Five density-functional calculations treat HgTe in one and the same fixed cell. They are to help choose a functional for the lattice of this semimetal, for instance before modelling a HgTe layer grown on CdTe.

Quantum ESPRESSO 7.5 plane-wave DFT with pseudopotentials for HgTe (F-43m, 2 atoms), in the same fixed cell with a conventional edge of 6.429 Å. All runs use a 7 × 7 × 7 k mesh and Fermi-Dirac smearing of 0.05 eV, without spin polarisation, spin–orbit coupling or a separate dispersion correction. Pressure is positive in compression.

```tsv
functional	potentials	wave cutoff	density cutoff	pressure (GPa)
PBE	SSSP-1.3-efficiency-PBE	816.342 eV	5986.51 eV	4.710
PBEsol	GBRV-1.5-PBEsol	612.256 eV	4898.05 eV	2.190
BLYP	PseudoDojo-0.4.1-SR-PBE-standard	1088.45 eV	4353.82 eV	7.860
EV93	PseudoDojo-0.4.1-SR-PBE-standard	1088.45 eV	4353.82 eV	17.520
optB88-vdW	PseudoDojo-0.4.1-SR-PBE-standard	1088.45 eV	4353.82 eV	4.210
```

**(a) What does the pressure say about the lattice each level would choose? Work out PBE in full.**

*Solution.* No load acts on the crystal. The pressure is the stress left over because the cell isn't the one the calculation prefers, and its positive sign in every row means that each setup wants a longer cell edge. In the limit of a small strain, the edge grows by the fraction P/(3B), where P is the pressure and B the bulk modulus, the resistance to compression. With B near 45 GPa, a rough recalled value, 1 % of edge is worth about 1.4 GPa.

For PBE this gives 4.71/(3 × 45), or 3.5 %. That is too much, because a compressed crystal stiffens and a given pressure then stands for less length. The Murnaghan equation includes the stiffening through B′, the rise of B with pressure, usually about 5. The edge grows by the factor (1 + B′P/B)^(1/(3B′)) = (1 + 5 × 4.71/45)^(1/15) = 1.028, so by 2.8 %.

The measured edge, roughly 6.5 Å, lies about 1 % above the fixed one, and its rounding alone is worth nearly another 1 %. PBEsol, which wants 1.5 % with B at 45 GPa and 1.8 % with a softer 35 GPa, agrees within that margin, though it too may end about 1 % too long. PBE and optB88-vdW probably end some two per cent too long, and BLYP about four. Thermal motion and spin–orbit coupling are missing from all these estimates, and their effect on the edge isn't tested here.

For EV93 the small-strain formula gives 13 % and the Murnaghan equation 7 to 9 %. When two conversions disagree so widely, only the verdict "far too long" survives.

**(b) Why do the functionals fall in this order?**

*Solution.* Start from the limit of a uniform electron gas, where exchange depends on the local density alone. The five functionals here multiply this exchange energy by a factor F(s). Over the range usual in solids it grows with s, a measure of how steeply the density varies. If F stayed at 1, we would have the exchange of the local density approximation, which usually gives shorter lattices than PBE.

Now stretch the bonds. The density between the atoms thins out, s rises over much of the cell, and a steep F rewards the stretch with extra exchange energy. The steeper F is, the further out the lattice settles. PBEsol keeps F shallow to suit solids, whereas the exchange in BLYP was fitted to atoms. EV93 was designed for a good exchange potential rather than good energies. Its F starts out as gently as that of PBEsol, but between s = 0.5 and 2 it is by far the steepest.

As a test, a straight line was fitted to the pressures of the four rows other than EV93, against the rise of F between s = 1 and s = 2. That rise is 0.20 for PBEsol and 0.29 for BLYP, but 0.53 for EV93. The line follows its four rows well and predicts 23 GPa for EV93, which was not in the fit, against 17.5 GPa calculated. With the rise taken between s = 0.5 and 1 the prediction drops to 15 GPa, and PBE and BLYP can hardly be told apart; the output below gives both fits.

Exchange can thus account for the order and the rough size of the outlier, but four points don't prove the cause. The model ignores correlation, which also differs between the functionals: EV93, as Quantum ESPRESSO defines it, has purely local correlation, and optB88-vdW contains a nonlocal van der Waals part. No separate dispersion correction was added in any row. The model also ignores the potentials. The four fitted rows come from three different sets, and BLYP, optB88-vdW and EV93 all use potentials made for PBE, which are flagged as unfit for EV93.

**(c) Which level should be used, for what accuracy and at what cost?**

*Solution.* For the lattice, PBEsol is the sensible choice among these five. Its advantage of 2.52 GPa over PBE includes a change of potentials, but a shorter lattice is also what its shallower F leads one to expect. If an error of a few per cent is tolerable, PBE or optB88-vdW will serve, but the 0.50 GPa between them shouldn't decide the matter. Their potentials and cutoffs differ too, and no row separates these effects. BLYP and optB88-vdW do share potentials and cutoffs, so the 3.65 GPa between them is a firmer warning against BLYP, though both use potentials made for PBE, which brings an error of unknown size.

Layer growth asks for more. HgTe and CdTe differ in edge by only about 0.3 %, a rough recalled figure, which corresponds to 0.3 × 1.4 ≈ 0.4 GPa. That is less than the unexplained gap between PBE and optB88-vdW. A mismatch should therefore come from relaxing both crystals with one functional and matched potentials, after a cutoff test. Even then the functional's errors for the two crystals need not cancel to within 0.3 %, so the result should be compared with the measured mismatch.

The cost should follow the potentials more than the functional. The number of plane waves grows as the cutoff to the power 3/2, and each band needs its own set of coefficients. For the occupied bands alone, the PBE row handles about twice as many coefficients as the PBEsol row, and the other three nearly five times as many. The runs also carry empty bands, and with these the larger factor falls to about four. On this estimate, which leaves out the density grid and the extra work of a van der Waals functional, PBEsol is the lightest job because its potentials are soft and treat fewer electrons, so the saving would not carry over to PBEsol with harder potentials.

Output of the analysis:

```
Wanted growth of the edge and size of the job:
         row  growth_B45_%  growth_B35_%  linear_B45_%  plane_waves_rel  waves_x_bands_rel
         PBE         2.846          3.49         3.489             1.54              2.224
      PBEsol         1.463         1.831         1.622                1                  1
        BLYP         4.274         5.146         5.822             2.37              4.741
        EV93          7.47         8.716         12.98             2.37              4.741
  optB88-vdW         2.591         3.189         3.119             2.37              4.741
PBE less PBEsol, potentials differ too (GPa): 2.52
PBE less optB88-vdW, potentials differ too (GPa): 0.5
BLYP less optB88-vdW, same potentials (GPa): 3.65
EV93 less BLYP, same potentials (GPa): 9.66
EV93 over BLYP (ratio): 2.229
pressure worth 1 % of edge, bulk modulus 45 GPa (GPa): 1.35
pressure worth 1 % of edge, bulk modulus 35 GPa (GPa): 1.05
rough measured edge 6.5 A above the fixed edge (%): 1.104
PBEsol row, triplet above singlet at Gamma, no spin-orbit (eV): 0.7883
fit of pressure on 4 rows (rowno != 4): constant -5.246 +/- 4.7, coefficient of riselow 95.81 +/- 45; rms 1.12, worst BLYP -1.61, leave-one-out rms 2.03
  rows outside the fit (model, value, miss): EV93 14.87, 17.52, -2.65
fit of pressure on 4 rows (rowno != 4): constant -10.65 +/- 1.6, coefficient of risehigh 62.84 +/- 6.3; rms 0.286, worst PBE 0.347, leave-one-out rms 0.827
  rows outside the fit (model, value, miss): EV93 22.65, 17.52, 5.13
```
